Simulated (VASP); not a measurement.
All values below come from r2SCAN meta-GGA, VASP's PBE PAW potentials (set 64) (plane waves; VASP).

Gaps are without spin-orbit coupling.

### Question
Order these relaxed crystals by band gap, smallest first: CuI, P4/nmm (129); CsCl, Pm-3m (221); KMgH3, Pm-3m (221); KCaF3, Pm-3m (221).

### Answer
CuI, P4/nmm (129) (2.07 eV), KMgH3, Pm-3m (221) (3.19 eV), CsCl, Pm-3m (221) (5.91 eV), KCaF3, Pm-3m (221) (7.10 eV)
